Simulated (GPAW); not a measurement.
HgSe:

```xyz
2
Lattice="0.0000 3.0390 3.0390 3.0390 0.0000 3.0390 3.0390 3.0390 0.0000" Properties=species:S:1:pos:R:3 pbc="T T T"
Hg    0.0000    0.0000    0.0000
Se    4.5585    4.5585    4.5585
```

Base run:

* Program: GPAW 26.7.0
* Functional: BLYP
* Potentials or basis: PAW data sets generated in the run's folder for this functional
* Cutoff: 600 eV
* Basis: pw
* k mesh: 8 × 8 × 8
* Occupations: fermi-dirac, width 0.05 eV
* Spin: no spin polarisation

Its results: band gap on the k mesh none (metal or under the smearing width); pressure 8.6 GPa.

Q: The run is repeated on the same cell with these changes: functional from BLYP to LDA; potentials or basis from PAW data sets generated in the run's folder for this functional to the program's PAW data sets (release 1.2.1) made for this functional. What comes out?

A: Band gap on the k mesh none (metal or under the smearing width); pressure -0.1 GPa.
